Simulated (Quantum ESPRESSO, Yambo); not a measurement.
# AgBr (Fm-3m): G0W0 with Yambo, start to end, part 3 of 3

How does a plane-wave GW calculation on AgBr (Fm-3m) run from the first input to the gap?

Quantum ESPRESSO 7.5 and Yambo 5.3.0; PBE and many-body steps on it, plane waves. Known limits of the many-body steps: not at the basis limit; d shell near the gap, gap tends to lie low; no spin-orbit coupling; coarse k mesh.

So far. Step 3 (Bands along the symmetry lines): The gap is 0.672 eV, as in the run before at this level. Step 4 (Empty states on the mesh, 4×4×4 mesh, 125 bands): On this mesh the gap is 0.672 eV.

The database entry behind the starting cell differs from later determinations by our own check (about 0.6 % short of the room-temperature cell), so it need not match the best structure at ambient conditions.

## 6. Screening and self-energy, 4×4×4 mesh, 125 bands, screening to 197.3 eV

Now the one-shot GW correction: screening in the RPA, then the self-energy of the levels asked for.

This step: G0W0 on PBE, plane waves, norm-conserving pseudopotentials.

The input, gw1.in:

```
HF_and_locXC
gw0
dyson
ppa
em1d
rim_cut
RandQpts= 1000000
RandGvec= 1 RL
EXXRLvcs= 76 Ry
VXCRLvcs= 304 Ry
Chimod= "HARTREE"
% BndsRnXp
 1 | 125 |
%
NGsBlkXp= 14.5 Ry
% LongDrXp
 1 | 1 | 1 |
%
% GbndRnge
 1 | 125 |
%
DysSolver= "n"
ExtendOut
PPAPntXp= 27.21138 eV
% QPkrange
 1 | 8 | 11 | 22 |
%
```

Started as:

```
$ OMP_NUM_THREADS=1 mpirun -n 4 yambo -F gw1.in -J gw1 -C gw1 > gw1.log
```

Log:

```text
 Yambo, version 5.3.0

 [02] CORE Variables Setup
 =========================

  [... cell, symmetries and grids as in the set-up ...]

  [02.05] Energies & Occupations
  ==============================

  [X] === General ===
  [X] Electronic Temperature                        :  0.000000  0.000000 [eV K]
  [X] Bosonic    Temperature                        :  0.000000  0.000000 [eV K]
  [X] Finite Temperature mode                       : no
  [X] El. density                                   :  0.76131E+24 [cm-3]
  [X] Fermi Level                                   :  9.717580 [eV]

  [X] === Gaps and Widths ===
  [X] Conduction Band Min                           :  0.672400 [eV]
  [X] Valence Band Max                              :  0.000000 [eV]
  [X] Filled Bands                                  :  18
  [X] Empty Bands                                   :   19  125
  [X] Direct Gap                                    :  2.604421 [eV]
  [X] Direct Gap localized at k                     :  1
  [X] Indirect Gap                                  :  0.672400 [eV]
  [X] Indirect Gap between kpts                     :  3  1
  [X] Last valence band width                       :  2.284116 [eV]
  [X] 1st conduction band width                     :  4.310293 [eV]

 [03] Transferred momenta grid and indexing
 ==========================================

 IBZ Q-points                                      :   8
 BZ  Q-points                                      :   64

 K/Q-points units:
 rlu = crystal or reduced units; cc = cartesian coordinates; iku = interal k-units

 Q [1]          [rlu]:  0.000000  0.000000  0.000000
 Q [2]          [rlu]:  0.11377E-17  0.11377E-17  0.25000
 Q [3]          [rlu]: -0.22755E-17 -0.22755E-17 -0.50000
 Q [4]          [rlu]: -0.11010E-17  0.25000      0.25000
 Q [5]          [rlu]:  0.15016E-16  0.25000      0.50000
 Q [6]          [rlu]: -0.22755E-17  0.25000     -0.25000
 Q [7]          [rlu]:  0.22019E-17 -0.50000     -0.50000
 Q [8]          [rlu]:  0.250000 -0.500000 -0.250000

 [04] Coloumb potential Random Integration (RIM)
 ===============================================

  [04.01] RIM initialization
  ==========================

  * Diagonal components only detected *

  8 x (sBL volume)        :  0.097165 [a.u.]
  sBZ random points       :  1000000
  Points outside the sBZ  :   7968281
  RL volume               :  0.777319 [a.u.]
  Integrated volume       :  0.780413 [a.u.]

  [04.02] RIM integrals
  =====================

  Gamma point sphere radius             :  0.083391 [a.u.]
  Points outside the sphere             :   800476
  [Int_sBZ(q=0) 1/q^2]*(Vol_sBZ)^(-1/3) =:  7.776341
                                 should be <:  7.795600

  Summary of Coulomb integrals for non-metallic bands |Q|[au] RIM/Bare

  Q [1] 0.100000E-4 0.997530 * Q [2] 0.250811 1.068455
  Q [4] 0.289612 1.066792 * Q [6] 0.409573 1.029758
  Q [5] 0.480267 1.022667 * Q [3] 0.501623 1.020719
  Q [7] 0.579224 1.017590 * Q [8] 0.647592 1.014588

 [05] Dipoles
 ============

  [05.01] Setup: observables and procedures
  =========================================

 [06] Dynamic Dielectric Matrix (PPA)
 ====================================

 [WR./gw1//ndb.pp]---------------------------------------------------------------
  Brillouin Zone Q/K grids (IBZ/BZ)                :    8   64    8   64
  RL vectors                                       :   4477 [WF]
  Coulomb cutoff potential                         : none
  Electronic Temperature                           :  0.000000 [K]
  Bosonic    Temperature                           :  0.000000 [K]
  PPA    diel. fun.  energies                      : Perdew, Burke & Ernzerhof(X)+Perdew, Burke & Ernzerhof(C)
  wavefunctions                                    : Perdew, Burke & Ernzerhof(X)+Perdew, Burke & Ernzerhof(C)
  Global Gauge                                     : length
  X matrix size                                    :  307
  X band range                                     :    1  125
  X e/h energy range                               : -1.000000 -1.000000 [eV]
  X Time ordering                                  : R
  X Hxc Kernel                                     : HARTREE
  X Drude frequency                                :  0.000000  0.000000
  X poles                                          :  100.0000 [o/o]
  RL vectors in the sum                            :   4477
  [r,Vnl] included                                 : yes
  Field direction                                  :  0.577350E-5  0.577350E-5  0.577350E-5
  BZ energy Double Grid                            : no
  BZ energy DbGd points                            : 0
  BZ Q point size factor                           : -1.000000
  X Optical Averaged directions                    : none

 [07] Local Exchange-Correlation + Non-Local Fock
 ================================================

 [VXC] Plane waves :  28571
 [EXS] Plane waves :   3647

 QP @ state[ 1 ] K range:   1   8
 QP @ state[ 1 ] b range:  11  22

 [xc] Functional : Perdew, Burke & Ernzerhof(X)+Perdew, Burke & Ernzerhof(C)
 [xc] LIBXC used to calculate xc functional
  PP Number of Atomic Species                      :  2
  NLCC RL compoments                               :  28571
  PP Number of Atomic Species                      :  2
  NLCC RL compoments                               :  28571

 [xc] E_xc :  -26.50683 [Ha]
      E_xc :  -53.01365 [Ry]

  Local XC kind (lXC) : Perdew, Burke & Ernzerhof(X)+Perdew, Burke & Ernzerhof(C)
  Non-Local XC kind (nlXC) : Hartree-Fock

  Corrections @ K [1] :  [eV]
 <11|nlXC|11> = -29.88176  0.16528E-16 <11|lXC|11> = -23.18781  0.37763E-15
 <12|nlXC|12> = -29.88166 -0.47789E-17 <12|lXC|12> = -23.18781  0.94408E-15
 <13|nlXC|13> = -29.88162 -0.13444E-16 <13|lXC|13> = -23.18781  0.000000
 <14|nlXC|14> = -30.37154 -0.12350E-16 <14|lXC|14> = -23.53652  0.94408E-16
 <15|nlXC|15> = -30.37144  0.10898E-16 <15|lXC|15> = -23.53652  0.94408E-16
 <16|nlXC|16> = -19.87258  0.16803E-17 <16|lXC|16> = -14.93821 -0.18882E-15
 <17|nlXC|17> = -19.87239 -0.11348E-16 <17|lXC|17> = -14.93821  0.000000
 <18|nlXC|18> = -19.87262  0.15271E-19 <18|lXC|18> = -14.93821  0.000000
 <19|nlXC|19> = -7.964386 -0.58760E-18 <19|lXC|19> = -11.69944  0.000000
 <20|nlXC|20> = -6.578892  0.62273E-18 <20|lXC|20> = -11.72707 -0.36878E-17
[...]
Corrections @ K [2] :  [eV]
[...]
Corrections @ K [3] :  [eV]
[...]
Corrections @ K [4] :  [eV]
[...]
Corrections @ K [5] :  [eV]
[...]
[... 2 further k-points ...]
  Corrections @ K [8] :  [eV]
[...]
<18|nlXC|18> = -25.35636 -0.14720E-16 <18|lXC|18> = -20.29885  0.94408E-16
 <19|nlXC|19> = -9.933828 -0.69151E-18 <19|lXC|19> = -13.91703  0.22865E-16
 <20|nlXC|20> = -5.574176 -0.11191E-17 <20|lXC|20> = -10.65783 -0.64906E-16
 <21|nlXC|21> = -6.909495  0.89260E-18 <21|lXC|21> = -11.20191 -0.59005E-17
 <22|nlXC|22> = -6.909676 -0.39145E-18 <22|lXC|22> = -11.20191 -0.23602E-16

  [07.01] Hartree-Fock occupations report
  =======================================

  [Hartree-Fock] === General ===
  [Hartree-Fock] Electronic Temperature             :  0.000000  0.000000 [eV K]
  [Hartree-Fock] Bosonic    Temperature             :  0.000000  0.000000 [eV K]
  [Hartree-Fock] Finite Temperature mode            : no
  [Hartree-Fock] El. density                        :  0.76131E+24 [cm-3]
  [Hartree-Fock] Fermi Level                        :  9.717580 [eV]

  [Hartree-Fock] === Gaps and Widths ===
  [Hartree-Fock] Conduction Band Min                :  4.407455 [eV]
  [Hartree-Fock] Valence Band Max                   : -5.181535 [eV]
  [Hartree-Fock] Filled Bands                       :  18
  [Hartree-Fock] Empty Bands                        :   19  125
  [Hartree-Fock] Direct Gap                         :  11.27388 [eV]
  [Hartree-Fock] Direct Gap localized at k          :  1
  [Hartree-Fock] Indirect Gap                       :  9.588990 [eV]
  [Hartree-Fock] Indirect Gap between kpts          :  3  1
  [Hartree-Fock] Last valence band width            :  3.913272 [eV]
  [Hartree-Fock] 1st conduction band width          :  4.579437 [eV]

 [08] Dyson equation: Newton solver
 ==================================

  [08.01] G0W0 (W PPA)
  ====================

  [  GW  ] Bands range     :    1  125
  [GW/PPA] G damping       :  0.100000 [eV]

  QP @ state[ 1 ] K range:   1   8
  QP @ state[ 1 ] b range:  11  22

   Sc/G bands                                       :    1  125
   Sc/G damping                                     :  0.100000 ev
   Sc bands terminator                              : no
   Sx RL components                                 :   3647

   QP @ state[ 1 ] K range                          :   1   8
   QP @ state[ 1 ] b range                          :  11  22
   GF energies kind                                 : Perdew, Burke & Ernzerhof(X)+Perdew, Burke & Ernzerhof(C)
   GF WF`s kind                                     : Perdew, Burke & Ernzerhof(X)+Perdew, Burke & Ernzerhof(C)
   Xs energies kind                                 : Perdew, Burke & Ernzerhof(X)+Perdew, Burke & Ernzerhof(C)
   Xs WF`s kind                                     : Perdew, Burke & Ernzerhof(X)+Perdew, Burke & Ernzerhof(C)

 [11] Game Over & Game summary
```

It took 11 min on 4 MPI ranks of Arm Neoverse V2, shared host; peak memory 1.9 GiB; 42 min of CPU time.

This step gave:

```yaml
g0w0_gap_on_the_mesh: 2.026 eV
starting_gap_on_the_mesh: 0.6724 eV
k_of_the_valence_top: 0, 0, -0.5
k_of_the_conduction_bottom: 0, 0, 0
least_direct_g0w0_gap_on_the_computed_points: 4.493 eV
z_at_the_valence_top: 0.8027
z_at_the_conduction_bottom: 0.8284
```

The gap on the mesh goes from 0.67 eV to 2.03 eV, a correction of +1.35 eV.

Limits: finite bands, cutoff and mesh; d shell near the gap, gap tends to lie low; no spin-orbit coupling; coarse k mesh. v1 is the top filled band, c1 the lowest empty one. Levels before and after the correction, in eV, zero at the valence-band top of each column:

```
           conduction bottom  valence top
Kohn-Sham               0.67         0.00
     G0W0               2.03         0.00
```

```
                      level  energy (eV)
Kohn-Sham           Γ v3-v1       -1.932
Kohn-Sham              Γ c1        0.672
Kohn-Sham           Γ c2-c3        9.929
Kohn-Sham     (0 0 -0.5) v3       -2.148
Kohn-Sham  (0 0 -0.5) v2-v1        0.000
Kohn-Sham     (0 0 -0.5) c1        3.740
Kohn-Sham     (0 0 -0.5) c2        6.595
Kohn-Sham     (0 0 -0.5) c3        6.775
     G0W0           Γ v3-v1       -2.468
     G0W0              Γ c1        2.026
     G0W0           Γ c2-c3       11.860
     G0W0     (0 0 -0.5) v3       -1.867
     G0W0  (0 0 -0.5) v2-v1        0.000
     G0W0     (0 0 -0.5) c1        5.082
     G0W0     (0 0 -0.5) c2        8.068
     G0W0     (0 0 -0.5) c3        8.509
```

## 7. Where the time went

Times are wall times on the hardware named with each run, good to a factor of about two.

```
                          step    time  share  memory (GiB)
                  ground state   5.8 s    1 %          0.27
bands along the symmetry lines   4.5 s    1 %          0.23
      empty states on the mesh   6.8 s    1 %          0.35
         conversion and set-up   2.2 s    0 %          0.25
     screening and self-energy  11 min   97 %           1.9
```

## 8. What came out

| Property | Result |
| --- | --- |
| PBE gap | 0.67 eV, indirect |
| G0W0 gap on the mesh | 2.03 eV |
| GW settings | 4×4×4 mesh, 125 bands, screening to 197.3 eV, Godby-Needs plasmon pole |
| known limits | not at the basis limit; d shell near the gap, gap tends to lie low; no spin-orbit coupling; coarse k mesh |

What this shows: G0W0 moves the gap on the mesh from 0.67 eV to 2.03 eV (+1.35 eV), with Z of 0.80 and 0.83 at the edges. The dearest step here is «screening and self-energy». Bands and cutoff are finite, so the gap is not at the basis limit. The miss can reach some tenths of an eV and take either sign; the mesh is an error of its own. The 4×4×4 mesh is coarse for this cell, which bears on the long-range parts of exchange and screening. A d shell, filled or nearly so, lies near the gap. One-shot GW converges very slowly in bands there, not always from below, and on a semilocal start the gap tends to come out low; starts rich in exact exchange can overshoot instead. The many-body steps are scalar-relativistic: spin-orbit coupling is not in them.

[Paths, hosts, dates, memory and timing lines, banners, echoed tables and standing remarks are left out of the program output.]

[Logs are printed without paths, hosts, clocks, repeated set-up lines and the standing remarks that a program may print on its own settings, such as how far it seeks lower states.]

[Runs of the session that timed out or met a known fault of the program may be left out.]

[Hosts, paths, dates, database ids (printed as entryN), source tags and the programs' standing remarks are cut or masked in the printed files.]
